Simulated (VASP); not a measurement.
Here is a VASP 6.6.1 calculation.

File INCAR:

```
SYSTEM = SnS
PREC = Accurate ; ENCUT = 420
EDIFF = 1E-6 ; ISMEAR = 0
SIGMA = 0.02 ; LREAL = .False.
LASPH = .True. ; NELM = 100
ALGO = Normal ; ISIF = 2
LWAVE = .False. ; LCHARG = .False.
GGA = PS ; NBANDS = 50
```

Contents of KPOINTS:

```
regular mesh
0
Gamma
  3 8 7
  0 0 0
```

File POSCAR:

```
SnS
1.0
   11.2000000000      0.0000000000      0.0000000000
    0.0000000000      3.9870000000      0.0000000000
    0.0000000000      0.0000000000      4.3340000000
Sn S
4 4
Direct
    0.1194000000      0.2500000000      0.1198000000
    0.3806000000      0.7500000000      0.6198000000
    0.6194000000      0.2500000000      0.3802000000
    0.8806000000      0.7500000000      0.8802000000
    0.8508000000      0.2500000000      0.4793000000
    0.6492000000      0.7500000000      0.9793000000
    0.3508000000      0.2500000000      0.0207000000
    0.1492000000      0.7500000000      0.5207000000
```

File KPOINTS_OPT:

```
path GXSYGZURTZ,YT,UX,SR
15
line-mode
reciprocal
 0.0000000000  0.0000000000  0.0000000000  G
 0.0000000000  0.5000000000  0.0000000000  X

 0.0000000000  0.5000000000  0.0000000000  X
 0.0000000000  0.5000000000  0.5000000000  S

 0.0000000000  0.5000000000  0.5000000000  S
 0.0000000000  0.0000000000  0.5000000000  Y

 0.0000000000  0.0000000000  0.5000000000  Y
 0.0000000000  0.0000000000  0.0000000000  G

 0.0000000000  0.0000000000  0.0000000000  G
 0.5000000000  0.0000000000  0.0000000000  Z

 0.5000000000  0.0000000000  0.0000000000  Z
 0.5000000000  0.5000000000  0.0000000000  U

 0.5000000000  0.5000000000  0.0000000000  U
 0.5000000000  0.5000000000  0.5000000000  R

 0.5000000000  0.5000000000  0.5000000000  R
 0.5000000000  0.0000000000  0.5000000000  T

 0.5000000000  0.0000000000  0.5000000000  T
 0.5000000000  0.0000000000  0.0000000000  Z

 0.0000000000  0.0000000000  0.5000000000  Y
 0.5000000000  0.0000000000  0.5000000000  T

 0.5000000000  0.5000000000  0.0000000000  U
 0.0000000000  0.5000000000  0.0000000000  X

 0.0000000000  0.5000000000  0.5000000000  S
 0.5000000000  0.5000000000  0.5000000000  R
```

Potentials or basis: VASP PAW PBE potentials, release 64 (Sn_d, S).

Launch:

```sh
$ cat potpaw_PBE.64/Sn_d/POTCAR potpaw_PBE.64/S/POTCAR > POTCAR
$ mpirun -np 1 vasp_std > vasp.out
```

Question: What does it give for the band gap on the k mesh?

Answer: 0.86 eV, indirect (least direct gap 1.19 eV).

Question: Estimate the band gap along the path.

Answer: 0.71 eV, indirect (least direct gap 0.85 eV).

Question: Predict the pressure.

Answer: -0.8 GPa.

Question: Estimate the largest force.

Answer: 0.072 eV/Å.

Levels at the corners of the path, in eV from the valence-band top:
```csv
point,band 36,band 37,band 38,band 39,band 40,band 41,band 42,band 43,band 44,band 45
Γ,-2.13,-1.90,-1.20,-0.79,-0.53,0.86,2.83,2.87,2.97,3.30
X,-2.08,-1.04,-1.04,-0.93,-0.93,1.19,1.19,1.62,1.62,2.11
X,-2.08,-1.04,-1.04,-0.93,-0.93,1.19,1.19,1.62,1.62,2.11
S,-3.39,-2.42,-2.42,-1.47,-1.47,2.75,2.75,2.96,2.96,4.48
S,-3.39,-2.42,-2.42,-1.47,-1.47,2.75,2.75,2.96,2.96,4.48
Y,-1.79,-1.00,-1.00,-0.11,-0.11,1.43,1.43,1.94,1.94,2.14
Y,-1.79,-1.00,-1.00,-0.11,-0.11,1.43,1.43,1.94,1.94,2.14
Γ,-2.13,-1.90,-1.20,-0.79,-0.53,0.86,2.83,2.87,2.97,3.30
Γ,-2.13,-1.90,-1.20,-0.79,-0.53,0.86,2.83,2.87,2.97,3.30
Z,-2.29,-2.13,-2.13,-0.62,-0.62,2.57,2.57,2.64,2.64,4.01
Z,-2.29,-2.13,-2.13,-0.62,-0.62,2.57,2.57,2.64,2.64,4.01
U,-2.41,-1.10,-1.10,-1.10,-1.10,1.59,1.59,1.59,1.59,2.53
U,-2.41,-1.10,-1.10,-1.10,-1.10,1.59,1.59,1.59,1.59,2.53
R,-3.93,-1.66,-1.66,-1.66,-1.66,2.58,2.58,2.58,2.58,4.48
R,-3.93,-1.66,-1.66,-1.66,-1.66,2.58,2.58,2.58,2.58,4.48
T,-2.17,-0.78,-0.78,-0.06,-0.06,1.38,1.38,1.87,1.87,2.19
T,-2.17,-0.78,-0.78,-0.06,-0.06,1.38,1.38,1.87,1.87,2.19
Z,-2.29,-2.13,-2.13,-0.62,-0.62,2.57,2.57,2.64,2.64,4.01
Y,-1.79,-1.00,-1.00,-0.11,-0.11,1.43,1.43,1.94,1.94,2.14
T,-2.17,-0.78,-0.78,-0.06,-0.06,1.38,1.38,1.87,1.87,2.19
U,-2.41,-1.10,-1.10,-1.10,-1.10,1.59,1.59,1.59,1.59,2.53
X,-2.08,-1.04,-1.04,-0.93,-0.93,1.19,1.19,1.62,1.62,2.11
S,-3.39,-2.42,-2.42,-1.47,-1.47,2.75,2.75,2.96,2.96,4.48
R,-3.93,-1.66,-1.66,-1.66,-1.66,2.58,2.58,2.58,2.58,4.48
```

Caveat: the PAW data sets were made with another functional, which shifts forces and pressure a little; spin-orbit coupling is left out, which moves the levels of the heavy elements; the mesh misses the band edges, which the band path finds closer together.

**Measured values to compare with.**

“Linear dichroism of the optical properties of SnS and SnSe van der Waals crystals”, 2024, arxiv:2409.17412 reports, for a bulk crystal of SnS at 300 K: band gap 1.09 eV (indirect).

A measured gap of SnS is 1.09 eV (indirect; 300 K; “Linear dichroism of the optical properties of SnS and SnSe van der Waals crystals”, 2024, arxiv:2409.17412); the calculated 0.71 eV misses it by -0.38 eV. 2 values of this kind are on record (1.09 to 1.16 eV); this one was drawn at random. Spin-orbit coupling on Sn is left out. The value is that of PBEsol, without temperature or zero-point motion. Semilocal functionals fall short of measured gaps as a rule.
